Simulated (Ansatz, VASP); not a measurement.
# CuI: VASP beside Ansatz, part 2 of 2

Aim: how closely do two programs agree when they are given the same cell, functional and k mesh? The cell is taken from a series of VASP runs on this material, whose earlier steps may have relaxed, scaled or displaced it; both programs get it as it stands.

VASP 6.6.1 and Ansatz 0.2.0.

So far. Step 4 (Comparison): The walks stopped with 0.00 GPa left in Ansatz and 0.01 GPa in VASP; each walk ends within a tolerance, so the volume difference is uncertain by about these residues over the bulk modulus, most in soft cells.

## 5. Ansatz: relaxation of cell and atoms, HSE06

Level of this step: Ansatz beside VASP: Kohn-Sham DFT, plane waves, HSE06 (Ansatz).

The relaxed volume is the usual yardstick between codes: its relative difference is about their pressure difference at one cell divided by the bulk modulus. The cell compared in this pair holds 56.51 Å³, against 50.45 Å³ for the pair before.

The cell is taken from a series of VASP runs on this material, whose earlier steps may have relaxed, scaled or displaced it; both programs get it as it stands.

Contents of input.yaml:

```yaml
crystal:
  lattice:
    - [0.0, 3.0458633283, 3.0458633283]
    - [3.0458633283, 0.0, 3.0458633283]
    - [3.0458633283, 3.0458633283, 0.0]
  atoms:
    - { symbol: I, position: [0.0, 0.0, 0.0] }
    - { symbol: Cu, position: [0.75, 0.75, 0.75] }
hamiltonian:
  xc: { exchange: pbe, correlation: pbe, exx: { coeff: 0.25, omega: 0.2 } }
  pseudopotentials: { kind: paw }
kpoints:
  mp_grid: { grid: [4, 4, 4] }
scf:
  occupations: { method: gaussian, width: 0.03 }
relax:
  f_tol: 0.01
  max_steps: 60
  cell: { stress_tol: 0.05 }
output:
  forces: true
  stress: true
```

Command:

```bash
$ ansatz run input.yaml --threads 4 --pin off --max-ram 9216MiB --backend cpu --events-out ev --progress --plain --runs-dir out
```

Numbers of over 12 decimals in the logs are rounded to 6 here.

Output:

```text
[...]
Crystal: 2 atoms, lattice volume = 56.515 Å³
Basis set: ecut = 420 eV, 1067 PW (Γ), exchange–correlation on 60×60×60 points (8 copies of the dense FFT grid, shifted against one another)
Bands: 22, of which v1, the nominal top of the filled ones, is band 18 counted from 1 (17 counted from 0)
Symmetry: 24 space group operations
[...]
k-points: 8 of 64 (time reversal used)
[...]
guard bands above this table: 2 of the run's 22 bands. The solve was not asked for them (output.publish_guard_bands: true or output.eigenvalues: true publishes all)
--- Relaxed structure (2 steps of the walk, 2 accepted, 1 SCFs on fresh bases) ---
[...]
cell:  # Å, volume = 56.8607 Å³
    - [0, 3.052068, 3.052068]
    - [3.052068, 0, 3.052068]
    - [3.052068, 3.052068, 0]
  atoms:
    - { symbol: I, position: [0, 0, 0] }
    - { symbol: Cu, position: [0.75, 0.75, 0.75] }
[key lines of the parts left out:]
Free energy (F): -14142.433279 eV
Fermi energy:    8.175646 eV
P = ⅓ Tr σ = 0.0196 GPa (0.196 kbar)
```

Wall time 18 s (4 threads of Arm Neoverse V1, shared host); peak memory 0.83 GiB.

## 6. VASP: relaxation of cell and atoms, HSE06

The same cell, functional, mesh and smearing now go to VASP, with its own data sets and cutoff.

The run reads the wave functions of an earlier VASP run, which isn't shown here.

Contents of INCAR:

```
SYSTEM = CuI
PREC = Accurate
ENCUT = 450
EDIFF = 1E-06
NELM = 100
ISMEAR = 0
SIGMA = 0.03
LREAL = .FALSE.
ALGO = Normal
LHFCALC = .TRUE.
AEXX = 0.25
GGA = PE
HFSCREEN = 0.2
LASPH = .TRUE.
NBANDS = 15
PRECFOCK = Fast
LORBIT = 11
LWAVE = .FALSE.
LCHARG = .FALSE.
KPAR = 4
IBRION = 2
NSW = 50
ISIF = 3
EDIFFG = -0.006
```

Contents of POSCAR:

```
CuI
1.0
    0.0000000000      3.0458633283      3.0458633283
    3.0458633283      0.0000000000      3.0458633283
    3.0458633283      3.0458633283      0.0000000000
I Cu
1 1
Direct
    0.0000000000      0.0000000000      0.0000000000
    0.7500000000      0.7500000000      0.7500000000
```

Contents of KPOINTS:

```
Automatic mesh
0
Gamma
4 4 4
0 0 0
```

PAW data sets: I and Cu (PBE family, release 64).

Command:

```bash
$ mpirun -np 4 vasp_std
```

Output:

```text
[banner, memory and clock lines left out]
running    4 mpi-ranks, on    1 nodes
[...]
LDA part: xc-table for (Slater+PW92), standard interpolation
 found WAVECAR, reading the header
 POSCAR, INCAR and KPOINTS ok, starting setup
[...]
reading WAVECAR
 the WAVECAR file was read successfully
 initial charge from wavefunction
 entering main loop
       N       E                     dE             d eps       ncg     rms          rms(c)
DAV:   1    -0.654687080982E+01   -0.65469E+01   -0.99635E-01   321   0.367E+01    0.316E+00
DAV:   2    -0.644003461056E+01    0.10684E+00   -0.79721E-01   296   0.337E+01    0.289E+00
DAV:   3    -0.645464324815E+01   -0.14609E-01   -0.46783E-02   353   0.225E+00    0.195E+00
DAV:   4    -0.645313945826E+01    0.15038E-02   -0.89366E-03   296   0.348E+00    0.119E+00
DAV:   5    -0.645312730086E+01    0.12157E-04   -0.18228E-03   373   0.861E-01    0.826E-01
DAV:   6    -0.645310329230E+01    0.24009E-04   -0.12681E-04   371   0.289E-01    0.494E-01
[...]
DAV:   8    -0.645298779482E+01    0.74225E-06   -0.18051E-07   134   0.971E-03
   2 F= -.64529878E+01 E0= -.64529878E+01  d E =0.102688E-03
 trial-energy change:    0.000103  1 .order    0.000034   -0.000277    0.000344
 step:   0.3046(harm=  0.4458)  dis= 0.00000  next Energy=    -6.453131 (dE=-0.402E-04)
[...]
N       E                     dE             d eps       ncg     rms          rms(c)
DAV:   1    -0.645485129560E+01   -0.18628E-02   -0.36576E-02   240   0.493E+00    0.321E-01
DAV:   2    -0.645320630316E+01    0.16450E-02   -0.57887E-03   268   0.307E+00    0.747E-02
DAV:   3    -0.645315749690E+01    0.48806E-04   -0.23799E-04   324   0.178E-01    0.465E-02
DAV:   4    -0.645310237074E+01    0.55126E-04   -0.14457E-04   304   0.376E-01    0.306E-02
DAV:   5    -0.645309502721E+01    0.73435E-05   -0.39194E-05   381   0.874E-02    0.261E-02
DAV:   6    -0.645309173449E+01    0.32927E-05   -0.12682E-06   141   0.300E-02    0.167E-02
DAV:   7    -0.645309046038E+01    0.12741E-05   -0.11491E-06   148   0.179E-02    0.110E-02
DAV:   8    -0.645309004110E+01    0.41928E-06   -0.26014E-07   120   0.101E-02
   3 F= -.64530900E+01 E0= -.64530900E+01  d E =0.442170E-06
[...]
reached required accuracy - stopping structural energy minimisation
```

From OUTCAR (step 6):

```text
  Total       -0.0087158     -0.0087158     -0.0087158      0.0000000      0.0000000      0.0000000
  in kB       -0.2474294     -0.2474294     -0.2474294      0.0000000      0.0000000      0.0000000
  external PRESSURE =      -0.2474294 kB  Pullay stress =       0.0000000 kB

 POSITION                                       TOTAL-FORCE (eV/Angst)
 -----------------------------------------------------------------------------------
      0.00000      0.00000      0.00000         0.000000      0.000000      0.000000
      4.56672      4.56672      4.56672        -0.000000     -0.000000     -0.000000
 -----------------------------------------------------------------------------------
    total drift:                               -0.000011     -0.000021     -0.000007

  FREE ENERGIE OF THE ION-ELECTRON SYSTEM (eV)
  ---------------------------------------------------
  free  energy   TOTEN  =        -6.4530900411 eV

  energy  without entropy=       -6.4530900411  energy(sigma->0) =       -6.45309004

[... 1 part as in an earlier step ...]

[... 3 further parts left out ...]
[key lines of the parts left out:]
E-fermi :   3.4634
```

## 7. Differences

What differs besides the data sets and the points named for the pairs above, as far as they apply: exact exchange at q = 0 is treated differently, which shows on coarse meshes; VASP keeps PBE cores, Ansatz makes them for the functional; VASP takes a coarser grid for exact exchange (PRECFOCK = Fast). Total energies have different zeros and are not compared.

Both answers:

```csv
quantity,Ansatz,VASP,difference
volume (Å³),56.86,56.44,+0.75 %
"edge a after relaxation, in the typed setting (Å)",4.316,4.306,+0.25 %
```

The walks stopped with 0.02 GPa left in Ansatz and -0.02 GPa in VASP; each walk ends within a tolerance, so the volume difference is uncertain by about these residues over the bulk modulus, most in soft cells.

## 8. Outcome

```json
{
 "difference in volume (relaxation of cell and atoms, LDA)": "0.096 %",
 "difference in volume (relaxation of cell and atoms, HSE06)": "0.75 %"
}
```

**Reading.** The difference in volume is 0.75 % (relaxation of cell and atoms, HSE06), within the 1.2 % picked in this series as the mark of a large difference, as far as the stopping tolerances let one tell. How closely two codes agree says nothing of how well the functional describes the real material.

[Lines on the potential files, build, host, timing and source positions are cut from VASP's logs without a mark.]

[Logs are printed without paths, hosts, clocks, repeated set-up lines and the standing remarks that a program may print on its own settings, such as how far it seeks lower states.]

[Hosts, paths, dates, database ids (printed as entryN), source tags and the programs' standing remarks are cut or masked in the printed files.]
